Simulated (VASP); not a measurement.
**A slab model of a single sheet of MoS2**

Aim: model a single sheet of MoS2 by a slab and find how far its highest filled level lies below the vacuum.

Program: VASP 6.6.1. Level of theory: PBE with D3(BJ), no spin polarisation; plane waves and PAW (S, Mo). Results are calculated unless marked as measured.

### 1. Starting point

The cell holds 3 atoms: 2 S and 1 Mo. Its edges and angles: a = 3.169 Å, b = 3.169 Å, c = 18.130 Å, α = 90.0°, β = 90.0°, γ = 120.0°. It derives from MoS2. 1 sheet cut from a layered arrangement of the crystal. Vacuum lies along c.

Coordinates:

```
S Mo
1.0
     3.16900    0.00000    0.00000
    -1.58450    2.74443    0.00000
     0.00000    0.00000   18.13030
S Mo
2 1
Direct
  0.66667 0.33333 0.58633
  0.66667 0.33333 0.41367
  0.33333 0.66667 0.50000
```

### 2. Surface relaxation

All atoms relax at the fixed cell.

INCAR reads:

```
SYSTEM = MoS2
PREC = Normal
ENCUT = 300
EDIFF = 1E-05
NELM = 120
ISMEAR = 0
SIGMA = 0.05
LREAL = .FALSE.
ALGO = Fast
GGA = PE
IVDW = 12
NBANDS = 15
LASPH = .TRUE.
LORBIT = 11
LWAVE = .FALSE.
LCHARG = .FALSE.
KPAR = 2
IBRION = 2
NSW = 40
ISIF = 2
EDIFFG = -0.03
POTIM = 0.4
MAXMIX = 40
IDIPOL = 3
LDIPOL = .TRUE.
DIPOL = 0.5 0.5 0.5
```

POSCAR reads:

```
MoS2
1.0
    3.1690000000      0.0000000000      0.0000000000
   -1.5845000000      2.7444345050      0.0000000000
    0.0000000000      0.0000000000     18.1302960000
S Mo
2 1
Direct
    0.6666666670      0.3333333330      0.5863277690
    0.6666666670      0.3333333330      0.4136722310
    0.3333333330      0.6666666670      0.5000000000
```

KPOINTS reads:

```
Automatic mesh
0
Gamma
9 9 1
0 0 0
```

The projector-augmented-wave data sets are S and Mo (PBE family, release 64).

Started as:

```
mpirun -np 2 vasp_std
```

Output:

```text
[banner, memory and clock lines left out]
running    2 mpi-ranks, on    1 nodes
 distrk:  each k-point on    1 cores,    2 groups
 distr:  one band on    1 cores,    1 groups

 POSCAR found type information on POSCAR S Mo
 POSCAR found :  2 types and       3 ions
 LDA part: xc-table for (Slater+PW92), standard interpolation
 POSCAR, INCAR and KPOINTS ok, starting setup
 FFT: planning ... GRIDC
 FFT: planning ... GRID_SOFT
 FFT: planning ... GRID
 WAVECAR not read
 entering main loop
       N       E                     dE             d eps       ncg     rms          rms(c)
DAV:   1     0.101139347100E+03    0.10114E+03   -0.49821E+03   360   0.589E+02
DAV:   2    -0.134781807186E+02   -0.11462E+03   -0.10940E+03   574   0.158E+02
DAV:   3    -0.231814584049E+02   -0.97033E+01   -0.95859E+01   473   0.553E+01
DAV:   4    -0.233522058715E+02   -0.17075E+00   -0.17055E+00   458   0.877E+00
DAV:   5    -0.233571577353E+02   -0.49519E-02   -0.49515E-02   524   0.139E+00    0.263E+01
RMM:   6    -0.221547502430E+02    0.12024E+01   -0.43640E+00   360   0.109E+01    0.901E+00
RMM:   7    -0.219222224576E+02    0.23253E+00   -0.11192E+00   360   0.626E+00    0.730E+00
RMM:   8    -0.217948050071E+02    0.12742E+00   -0.62069E-01   360   0.454E+00    0.140E+00
RMM:   9    -0.217845512187E+02    0.10254E-01   -0.69174E-02   360   0.210E+00    0.497E-01
RMM:  10    -0.217845863013E+02   -0.35083E-04   -0.13556E-02   362   0.731E-01    0.182E-01
RMM:  11    -0.217845238916E+02    0.62410E-04   -0.19749E-03   367   0.320E-01    0.803E-02
RMM:  12    -0.217845588696E+02   -0.34978E-04   -0.88783E-04   369   0.169E-01    0.242E-02
RMM:  13    -0.217846750610E+02   -0.11619E-03   -0.22653E-04   362   0.913E-02    0.326E-02
RMM:  14    -0.217847674676E+02   -0.92407E-04   -0.10899E-04   344   0.540E-02    0.118E-02
RMM:  15    -0.217847993886E+02   -0.31921E-04   -0.34993E-05   285   0.326E-02    0.768E-03
RMM:  16    -0.217848240442E+02   -0.24656E-04   -0.40839E-05   304   0.286E-02    0.544E-03
RMM:  17    -0.217848552733E+02   -0.31229E-04   -0.60761E-06   244   0.162E-02    0.390E-03
RMM:  18    -0.217848926241E+02   -0.37351E-04   -0.54389E-06   243   0.105E-02    0.391E-03
RMM:  19    -0.217848927349E+02   -0.11081E-06   -0.11718E-06   216   0.670E-03
   1 F= -.22735124E+02 E0= -.22735124E+02  d E =-.227351E+02
 curvature:   0.00 expect dE= 0.000E+00 dE for cont linesearch  0.000E+00
 trial: gam= 0.00000 g(F)=  0.112E-03 g(S)=  0.000E+00 ort = 0.000E+00 (trialstep = 0.100E+01)
 search vector abs. value=  0.112E-03
 bond charge predicted
       N       E                     dE             d eps       ncg     rms          rms(c)
DAV:   1    -0.217846533793E+02    0.23924E-03   -0.45341E-03   458   0.365E-01    0.643E-02
RMM:   2    -0.217846574619E+02   -0.40826E-05   -0.17015E-04   360   0.900E-02    0.324E-02
RMM:   3    -0.217846688643E+02   -0.11402E-04   -0.64592E-05   343   0.496E-02    0.120E-02
RMM:   4    -0.217846717608E+02   -0.28965E-05   -0.38895E-05   305   0.326E-02
   2 F= -.22735207E+02 E0= -.22735207E+02  d E =-.829731E-04
 trial-energy change:   -0.000083  1 .order   -0.000057   -0.000112   -0.000001
 step:   1.0112(harm=  1.0112)  dis= 0.00149  next Energy=   -22.735181 (dE=-0.568E-04)
 reached required accuracy - stopping structural energy minimisation
```

Wall time 5.8 s (2 MPI ranks of AMD EPYC 9R45, shared host); peak memory 0.26 GiB; 10 s of CPU time.

The logs omit lines about the potential files and the build; timing stands in the text.

Parts of OUTCAR (step 2):

```text
ion  position               nearest neighbor table
   1  0.667  0.333  0.586-   3 2.41   3 2.41   3 2.41
   2  0.667  0.333  0.414-   3 2.41   3 2.41   3 2.41
   3  0.333  0.667  0.500-   1 2.41   2 2.41   1 2.41   2 2.41   1 2.41   2 2.41

  LATTYP: Found a hexagonal cell.
 ALAT       =     3.1690000000
 C/A-ratio  =     5.7211410540

 Subroutine GETGRP returns: Found 12 space group operations
 (whereof 12 operations were pure point group operations)

The static configuration has the point symmetry D_3h.

 Found     12 irreducible k-points:

   k-points           NKPTS =     12   k-points in BZ     NKDIM =     12   number of bands    NBANDS=     15

   dimension x,y,z NGX =    14 NGY =   14 NGZ =   80
   dimension x,y,z NGXF=    28 NGYF=   28 NGZF=  160

   ENCUT  =  300.0 eV  22.05 Ry    4.70 a.u.   4.48  4.48 25.60*2*pi/ulx,y,z

   NELECT =      18.0000    total number of electrons

 k-points in reciprocal lattice and weights: Automatic mesh
   0.00000000  0.00000000  0.00000000       0.012
   0.11111111 -0.00000000  0.00000000       0.074
   0.22222222 -0.00000000  0.00000000       0.074
   0.33333333  0.00000000  0.00000000       0.074
   0.44444444 -0.00000000  0.00000000       0.074
   0.11111111  0.11111111  0.00000000       0.074
   0.22222222  0.11111111  0.00000000       0.148
   0.33333333  0.11111111  0.00000000       0.148
   0.44444444  0.11111111  0.00000000       0.074
   0.22222222  0.22222222  0.00000000       0.074
   0.33333333  0.22222222  0.00000000       0.148
   0.33333333  0.33333333  0.00000000       0.025

 Edisp (eV)   -0.95023

 dipolmoment           0.000000      0.000000     -0.000000 electrons x Angstroem

 average (electrostatic) potential at core
       1 -93.4575       2 -93.4575       3 -45.5770

 E-fermi :  -1.9302

 k-point     1 :       0.0000    0.0000    0.0000
  band No.  band energies     occupation
    ...
      5      -4.7598      2.00000
      6      -3.9468      2.00000
      7      -3.6316      2.00000
      8      -3.6316      2.00000
      9      -2.2168      2.00000
     10       0.6608      0.00000
     11       0.6609      0.00000
     12       0.8864      0.00000
     13       0.8864      0.00000
     14       3.2116      0.00000
    ...

 k-point     2 :       0.1111   -0.0000    0.0000
  band No.  band energies     occupation
    ...
      5      -4.6340      2.00000
      6      -4.5671      2.00000
      7      -3.9116      2.00000
      8      -3.2429      2.00000
      9      -2.3132      2.00000
     10       0.4362      0.00000
     11       0.4602      0.00000
     12       0.6886      0.00000
     13       0.9569      0.00000
     14       3.5025      0.00000
    ...

 k-point     3 :       0.2222   -0.0000    0.0000
  band No.  band energies     occupation
    ...
      5      -5.5164      2.00000
      6      -4.4837      2.00000
      7      -4.0636      2.00000
      8      -3.3856      2.00000
      9      -2.7634      2.00000
     10       0.0121      0.00000
     11       0.3045      0.00000
     12       0.6301      0.00000
     13       1.5209      0.00000
     14       4.1888      0.00000
    ...

 Edisp (eV)   -0.95054

  Total      -0.66520    -0.66520    -0.22518     0.00000     0.00000    -0.00000
  in kB      -6.75897    -6.75897    -2.28801     0.00000     0.00000    -0.00000
  external pressure =       -5.27 kB  Pullay stress =        0.00 kB

  energy-cutoff  :      300.00
  volume of cell :      157.68
      direct lattice vectors                 reciprocal lattice vectors
     3.169000000  0.000000000  0.000000000     0.315556958  0.182186895  0.000000000
    -1.584500000  2.744434505  0.000000000     0.000000000  0.364373789  0.000000000
     0.000000000  0.000000000 18.130296000     0.000000000  0.000000000  0.055156298

 POSITION                                       TOTAL-FORCE (eV/Angst)
 -----------------------------------------------------------------------------------
      1.58450      0.91481     10.62882         0.000000      0.000000     -0.000422
      1.58450      0.91481      7.50147        -0.000000      0.000000      0.000422
     -0.00000      1.82962      9.06515         0.000000     -0.000000      0.000000
 -----------------------------------------------------------------------------------
    total drift:                               -0.000005      0.000003      0.000000

  FREE ENERGIE OF THE ION-ELECTRON SYSTEM (eV)
  ---------------------------------------------------
  free  energy   TOTEN  =       -22.7352071422 eV

  energy  without entropy=      -22.7352071422  energy(sigma->0) =      -22.73520714

 reached required accuracy - stopping structural energy minimisation

 vacuum level on the upper side and lower side of the slab         3.733         3.733

 total charge
# of ion       s       p       d       tot
------------------------------------------
    1        1.364   2.340   0.000   3.704
    2        1.364   2.340   0.000   3.704
    3        0.420   0.608   4.448   5.475
--------------------------------------------------
tot          3.148   5.287   4.448  12.883

[... 3 further parts left out ...]
```

CONTCAR:

```
MoS2
   1.00000000000000
     3.1690000000000000    0.0000000000000000    0.0000000000000000
    -1.5845000000000000    2.7444345050000001    0.0000000000000000
     0.0000000000000000    0.0000000000000000   18.1302960000000013
  S               Mo
     2     1
Direct
     0.6666666670000012    0.3333333329999988    0.5862465663438052
     0.6666666670000012    0.3333333329999988    0.4137534336561947
     0.3333333329999988    0.6666666670000012    0.5000000000000000
```

This run has no spin polarisation, so a moment on Mo, if there is one, isn't seen. The gap is read on the k-mesh alone, so it is an upper bound where the band edges lie off the mesh. The data set Mo keeps the semicore shell frozen, which is cheaper and a little less accurate. The run keeps the 12 symmetry operations of its start, so it cannot find a distortion of lower symmetry.

Hardly anything moved in the relaxation; the energy changed by under 0.2 meV an atom.

This step gave:

| Quantity | Value |
| --- | --- |
| electronic cycles | 23 |
| electrons | 18 |
| free energy (TOTEN) | -22.74 eV |
| Fermi energy | -1.930 eV |
| labelled metallic, from the levels on this mesh | no |
| dipole moment | 0, 0, 0 e·Å |
| gap on the k-mesh | 1.719 eV |
| least direct gap on the k-mesh | 1.719 eV |

The run ended after 2 ionic steps, 0.000 eV below its first step, once the forces on the free atoms met EDIFFG = -0.03.

Only the dipole across the slab is computed (IDIPOL = 3); zeros along the plane are no results.

(Part 1 of 2 ends here.)

[Lines on the potential files, build, host, timing and source positions are cut from VASP's logs without a mark.]

[Logs are printed without paths, hosts, clocks, repeated set-up lines and the standing remarks that a program may print on its own settings, such as how far it seeks lower states.]

[Hosts, paths, dates, database ids (printed as entryN), source tags and the programs' standing remarks are cut or masked in the printed files.]

[In band tables of VASP the shares of atoms and orbitals are scaled to a sum of 1 inside the atoms' spheres.]

[Runs that stopped without an error message from VASP are left out.]
